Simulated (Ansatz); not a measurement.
Runs of Ansatz 0.2.0 on WS2. The cell holds a slab with vacuum, 3 atoms: a = 3.184 Å, b = 3.184 Å, c = 16.951 Å, α = 90.00°, β = 90.00°, γ = 120.00°. 

| task | level | potentials or basis | k mesh | cutoff (eV) | smearing | basis error allowed | gap on the mesh (eV) | V0 of scaled cells (Å³/atom) | B0 (GPa) | largest force (eV/Å) |
| --- | --- | --- | --- | --- | --- | --- | --- | --- | --- | --- |
| dielectric tensor | PBEsol | all-electron PAW datasets made for the crystal | 10 × 10 × 2 | 340 | fixed | - | 1.99 | - | - | - |
| single point | PBEsol | all-electron LAPW, scalar-relativistic | 6 × 6 × 2 | 259 | fermi-dirac 0.03 eV | 0.002 eV/atom | 1.78 | - | - | 0.12 |
| phonons | PBEsol | all-electron LAPW, scalar-relativistic | 10 × 10 × 2 | 281 | fermi-dirac 0.05 eV | 0.002 eV/atom | 1.99 | - | - | 0.12 |
| equation of state | PBEsol | all-electron LAPW, scalar-relativistic | 10 × 10 × 2 | - | fermi-dirac 0.05 eV | 0.002 eV/atom | - | 48.69 | 61 | - |
| band structure | LDA | all-electron LAPW, scalar-relativistic | 10 × 10 × 2 | 260 | fermi-dirac 0.05 eV | 0.002 eV/atom | 1.98 | - | - | (a) |
| equation of state | PBEsol | all-electron LAPW, scalar-relativistic | 10 × 10 × 2 | - | fermi-dirac 0.05 eV | 0.001 eV/atom | - | 48.69 | 61 | - |
| single point | PBEsol | all-electron LAPW, scalar-relativistic | 10 × 10 × 2 | 283 | fermi-dirac 0.05 eV | 0.001 eV/atom | 1.99 | - | - | 0.12 |
| band structure | PBEsol | all-electron LAPW, inner shells corrected to Dirac's equation | 10 × 10 × 2 | 259 | fermi-dirac 0.05 eV | 0.002 eV/atom | 1.99 | - | - | 0.12 |

Alike in all rows: no spin polarisation; cell as given.

Estimate the missing entries.

(a) 0.40.

Caveats: spin-orbit coupling is left out, which moves the levels of the heavy elements (some runs); the cell was scaled at fixed shape and fractional positions, which overstates the stiffness of a crystal with free parameters, most of all of layers and chains (some runs).

A k mesh can miss the band edges, and the runs leave out spin-orbit coupling on W.

Not every run made on this cell is shown here.
